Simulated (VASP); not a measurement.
# Zn (Fm-3m) in VASP: single point with r2SCAN

Aim: the single point of Zn with r2SCAN.

Everything below comes from runs of VASP 6.6.1. Logs are shortened: lines on timing, memory, paths and dates and some standing lists are left out, and cuts for length are marked.

**1. Starting point**

It takes space group Fm-3m (No. 225, cubic). Conventional cell: a = 3.930 Å, b = 3.930 Å, c = 3.930 Å, α = 90.00°, β = 90.00°, γ = 90.00°. Zn (site symmetry m-3m) is surrounded by 12 Zn at 2.78 Å.

This isn't the form of Zn at room conditions, which is hcp.

**2. Single point, r2SCAN**

The input, POSCAR:

```
Zn
1.0
    0.0000000000      1.9647760000      1.9647760000
    1.9647760000      0.0000000000      1.9647760000
    1.9647760000      1.9647760000      0.0000000000
Zn
1
Direct
    0.0000000000      0.0000000000      0.0000000000
```

The input, INCAR.step1:

```
SYSTEM = Zn
PREC = Accurate ; ENCUT = 520
ISMEAR = -1 ; SIGMA = 0.1
LREAL = .False. ; LASPH = .True.
NELM = 100 ; NBANDS = 12
GGA = PE ; ALGO = Normal
EDIFF = 1E-4 ; LWAVE = .True.
LCHARG = .False.
```

The input, INCAR.step2:

```
SYSTEM = Zn
PREC = Accurate ; ENCUT = 520
EDIFF = 1E-6 ; ISMEAR = -1
SIGMA = 0.1 ; LREAL = .False.
LASPH = .True. ; NELM = 100
ALGO = Normal ; ISIF = 2
LWAVE = .False. ; LCHARG = .False.
METAGGA = R2SCAN ; LMIXTAU = .True.
NBANDS = 12 ; ISTART = 1
```

The input, KPOINTS:

```
Automatic mesh
0
Gamma
  10 10 10
  0 0 0
```

Potentials or basis: VASP PAW PBE potentials, release 64 (Zn).

Launch:

```bash
$ cat potpaw_PBE.64/Zn/POTCAR > POTCAR
$ cp INCAR.step1 INCAR
$ mpirun -np 1 vasp_std > vasp.out
$ cp INCAR.step2 INCAR
$ mpirun -np 1 vasp_std > vasp.out
```

OUTCAR:

```text
SYSTEM = Zn
   PREC = Accurate
   ENCUT = 520
   EDIFF = 1E-6
   ISMEAR = -1
   LREAL = .False.
   LASPH = .True.
   NELM = 100
   ISIF = 2
   METAGGA = R2SCAN
   ISTART = 1

 ion  position               nearest neighbor table
   1  0.000  0.000  0.000-

  LATTYP: Found a face centered cubic cell.
 ALAT       =     3.9295520000

  Lattice vectors:

 A1 = (   0.0000000000,   1.9647760000,   1.9647760000)
 A2 = (   1.9647760000,   0.0000000000,   1.9647760000)
 A3 = (   1.9647760000,   1.9647760000,   0.0000000000)

Analysis of symmetry for initial positions (statically):
=====================================================================
 Subroutine PRICEL returns:
 Original cell was already a primitive cell.

 Routine SETGRP: Setting up the symmetry group for a
 face centered cubic supercell.

 Subroutine GETGRP returns: Found 48 space group operations
 (whereof 48 operations were pure point group operations)
 out of a pool of 48 trial point group operations.

The static configuration has the point symmetry O_h .

Analysis of symmetry for dynamics (positions and initial velocities):
=====================================================================
 Subroutine PRICEL returns:
 Original cell was already a primitive cell.

 Routine SETGRP: Setting up the symmetry group for a
 face centered cubic supercell.

 Subroutine GETGRP returns: Found 48 space group operations
 (whereof 48 operations were pure point group operations)
 out of a pool of 48 trial point group operations.

The dynamic configuration has the point symmetry O_h .

 Subroutine INISYM returns: Found 48 space group operations
 (whereof 48 operations are pure point group operations),
 and found     1 'primitive' translations

----------------------------------------------------------------------------------------

                                     Primitive cell

  volume of cell :      15.1694

  direct lattice vectors                    reciprocal lattice vectors
     0.000000000  1.964776000  1.964776000    -0.254481936  0.254481936  0.254481936
     1.964776000  0.000000000  1.964776000     0.254481936 -0.254481936  0.254481936
     1.964776000  1.964776000  0.000000000     0.254481936  0.254481936 -0.254481936

  length of vectors
     2.778612866  2.778612866  2.778612866     0.440775643  0.440775643  0.440775643

  position of ions in fractional coordinates (direct lattice)
     0.000000000  0.000000000  0.000000000

  ion indices of the primitive-cell ions
   primitive index   ion index
                 1           1

----------------------------------------------------------------------------------------

 KPOINTS: Automatic mesh

Automatic generation of k-mesh.
 Grid dimensions read from file:
 generate k-points for:   10   10   10

 Generating k-lattice:

  Cartesian coordinates                     Fractional coordinates (reciprocal lattice)
    -0.025448194  0.025448194  0.025448194     0.100000000  0.000000000  0.000000000
     0.025448194 -0.025448194  0.025448194     0.000000000  0.100000000  0.000000000
     0.025448194  0.025448194 -0.025448194     0.000000000  0.000000000  0.100000000

  Length of vectors
     0.044077564  0.044077564  0.044077564

  Shift w.r.t. Gamma in fractional coordinates (k-lattice)
     0.000000000  0.000000000  0.000000000

 Subroutine IBZKPT returns following result:
 ===========================================

 Found     47 irreducible k-points:

 Following reciprocal coordinates:
            Coordinates               Weight
  0.000000  0.000000  0.000000      1.000000
  0.100000  0.000000  0.000000      8.000000
  0.200000  0.000000  0.000000      8.000000
  0.300000  0.000000  0.000000      8.000000
  0.400000  0.000000  0.000000      8.000000
  0.500000  0.000000  0.000000      4.000000
[... 16 lines left out ...]
  0.300000  0.300000  0.000000      6.000000
  0.400000  0.300000  0.000000     24.000000
 [... further k-points ...]
   k-points           NKPTS =     47   k-points in BZ     NKDIM =     47   number of bands    NBANDS=     12
   number of dos      NEDOS =    301   number of ions     NIONS =      1
   total plane-waves  NPLWV =  13824
   dimension x,y,z NGX =    24 NGY =   24 NGZ =   24
   dimension x,y,z NGXF=    48 NGYF=   48 NGZF=   48
   ions per type =               1
   NGX,Y,Z   is equivalent  to a cutoff of  14.36, 14.36, 14.36 a.u.
   NGXF,Y,Z  is equivalent  to a cutoff of  28.72, 28.72, 28.72 a.u.
 SYSTEM =  Zn
   PREC   = accura    normal or accurate (medium, high low for compatibility)
   ISTART =      1    job   : 0-new  1-cont  2-samecut
   ICHARG =      0    charge: 1-file 2-atom 10-const
   ISPIN  =      1    spin polarized calculation?
   LNONCOLLINEAR =      F non collinear calculations
   LSORBIT =      F    spin-orbit coupling
   LASPH  =      T    aspherical Exc in radial PAW
   ENCUT  =  520.0 eV  38.22 Ry    6.18 a.u.   5.17  5.17  5.17*2*pi/ulx,y,z
   NELM   =    100;   NELMIN=  2; NELMDL=  0     # of ELM steps
   EDIFF  = 0.1E-05   stopping-criterion for ELM
   LREAL  =      F    real-space projection
   EDIFFG = 0.1E-04   stopping-criterion for IOM
   NSW    =      0    number of steps for IOM
   IBRION =     -1    ionic relax: 0-MD 1-quasi-New 2-CG
   NFREE  =      0    steps in history (QN), initial steepest desc. (CG)
   ISIF   =      2    stress and relaxation
   ISYM   =      2    0-nonsym 1-usesym 2-fastsym
   POTIM  = 0.5000    time-step for ionic-motion
   TEBEG  =    0.0;   TEEND  =   0.0 temperature during run
   PSTRESS=    0.0 pullay stress
   NELECT =      12.0000    total number of electrons
   NUPDOWN=      -1.0000    fix difference up-down
   EMIN   =  10.00;   EMAX   =-10.00  energy-range for DOS
   EFERMI =   0.00;   METHOD = LEGACY
   ISMEAR =    -1;   SIGMA  =   0.10  broadening in eV -4-tet -1-fermi 0-gaus
   EFERMI_NEDOS =   21; number of points for ismear=-14 and -15
   IALGO  =     38    algorithm
   IMIX   =      4    mixing-type and parameters
     AMIX     =   0.40;   BMIX     =  1.00
     AMIX_MAG =   1.60;   BMIX_MAG =  1.00
  volume/ion in A,a.u.               =      15.17       102.37
  Fermi-wavevector in a.u.,A,eV,Ry     =   1.514069  2.861175 31.190044  2.292404
  Thomas-Fermi vector in A             =   2.623775
   LORBIT       =      0    0 simple, 1 ext, 2 COOP (PROOUT), +10 PAW based schemes
   METAGGA = R2SCAN    functional components
   LHFCALC =     F    Hartree Fock is set to
   AEXX    =    0.0000 exact exchange contribution
   IVDW    =     0    specifies the selected vdW correction
   LEPSILON=     F    determine dielectric tensor
   LRPA    =     F    only Hartree local field effects (RPA)
 non-spin polarized calculation
  energy-cutoff  :      520.00
  volume of cell :       15.17
 maximum number of plane-waves:       423
 NGX is ok and might be reduce to    24
   NGX = 11   NGY = 11   NGZ = 11

 number of electron      12.0000008 magnetization

 Free energy of the ion-electron system (eV)
  ---------------------------------------------------
  ext. energy  EPLUGINS =         0.00000000
  ---------------------------------------------------
  free energy    TOTEN  =        -8.86434604 eV

  energy without entropy =       -8.85273837  energy(sigma->0) =       -8.85854221

 E-fermi :   3.1230     XC(G=0): -12.6749

 val. band max:        3.0647766242   @ k =  -0.4000   0.3000   0.0000
 cond. band min:       3.3573451870   @ k =  -0.4000   0.3000   0.0000
 fundamental gap:      0.2925685629
 Fermi energy:         3.1229718869

 k-point     1 :       0.0000    0.0000    0.0000
  band No.  band energies     occupation
      1      -7.8773      2.00000
      2      -4.9864      2.00000
      3      -4.9864      2.00000
      4      -4.9864      2.00000
      5      -4.6008      2.00000
      6      -4.6008      2.00000
      7      22.3099      0.00000
      8      22.3099      0.00000
      9      22.3099      0.00000
     10      22.6589      0.00000
     11      24.7897      0.00000
     12      24.7897      0.00000

 k-point     2 :       0.1000    0.0000    0.0000
  band No.  band energies     occupation
      1      -7.5628      2.00000
      2      -5.0100      2.00000
      3      -4.9536      2.00000
      4      -4.9536      2.00000
      5      -4.6089      2.00000
      6      -4.6089      2.00000
      7      18.0448      0.00000
      8      21.3894      0.00000
      9      21.3894      0.00000
     10      22.4410      0.00000
     11      26.2497      0.00000
     12      26.2497      0.00000

 k-point     3 :       0.2000    0.0000    0.0000
  band No.  band energies     occupation
      1      -6.6882      2.00000
      2      -4.9974      2.00000
      3      -4.9048      2.00000
      4      -4.9047      2.00000
      5      -4.5912      2.00000
      6      -4.5911      2.00000
      7      13.0040      0.00000
      8      20.2608      0.00000
      9      20.2609      0.00000
     10      22.1440      0.00000
     11      27.0171      0.00000
     12      27.0172      0.00000
[... 286 lines left out ...]
 k-point    23 :       0.3000    0.3000    0.0000
  band No.  band energies     occupation
      1      -5.5605      2.00000
      2      -5.4046      2.00000
      3      -4.5292      2.00000
      4      -4.5292      2.00000
      5      -4.4230      2.00000
      6      -3.5193      2.00000
      7      13.5245      0.00000
      8      13.9622      0.00000
      9      13.9622      0.00000
     10      16.5202      0.00000
     11      18.0070      0.00000
     12      36.9750      0.00000

 k-point    24 :       0.4000    0.3000    0.0000
  band No.  band energies     occupation
      1      -5.5263      2.00000
      2      -5.4458      2.00000
      3      -4.5343      2.00000
      4      -4.5086      2.00000
      5      -4.3292      2.00000
      6      -1.9651      2.00000
      7      10.5140      0.00000
      8      11.0619      0.00000
      9      13.3232      0.00000
     10      16.7762      0.00000
     11      19.7226      0.00000
     12      34.7777      0.00000

 [... further k-points ...]
[... 5 lines left out ...]
  --------------------------------------------------------------------------------------
  -------------------------------------------------------------------------------------
  Total       -0.4098101     -0.4098101     -0.4098101     -0.0000000      0.0000000     -0.0000000
  in kB      -43.2836713    -43.2836713    -43.2836713     -0.0000000      0.0000000     -0.0000000
  external PRESSURE =     -43.2836713 kB  Pullay stress =       0.0000000 kB

 VOLUME and BASIS-vectors are now :
 -----------------------------------------------------------------------------
  energy-cutoff  :      520.00
  volume of cell :       15.17
      direct lattice vectors                 reciprocal lattice vectors
     0.000000000  1.964776000  1.964776000    -0.254481936  0.254481936  0.254481936
     1.964776000  0.000000000  1.964776000     0.254481936 -0.254481936  0.254481936
     1.964776000  1.964776000  0.000000000     0.254481936  0.254481936 -0.254481936

 POSITION                                       TOTAL-FORCE (eV/Angst)
 -----------------------------------------------------------------------------------
      0.00000      0.00000      0.00000        -0.000000     -0.000000     -0.000000
 -----------------------------------------------------------------------------------
    total drift:                               -0.000000      0.000000      0.000000

  FREE ENERGIE OF THE ION-ELECTRON SYSTEM (eV)
  ---------------------------------------------------
  free  energy   TOTEN  =        -8.8643460444 eV

  energy  without entropy=       -8.8527383662  energy(sigma->0) =       -8.85854221
```

Wall time 23 s (1 thread of Intel Xeon 6975P-C (Granite Rapids), shared host); peak memory 0.14 GiB.

What came out:

```
Free energy            : -8.8643 eV
Pressure               : -4.3 GPa
Band gap on the k mesh : none (metal or under the smearing width)
```

Caveat: the PAW data sets were made with another functional, which shifts forces and pressure a little.
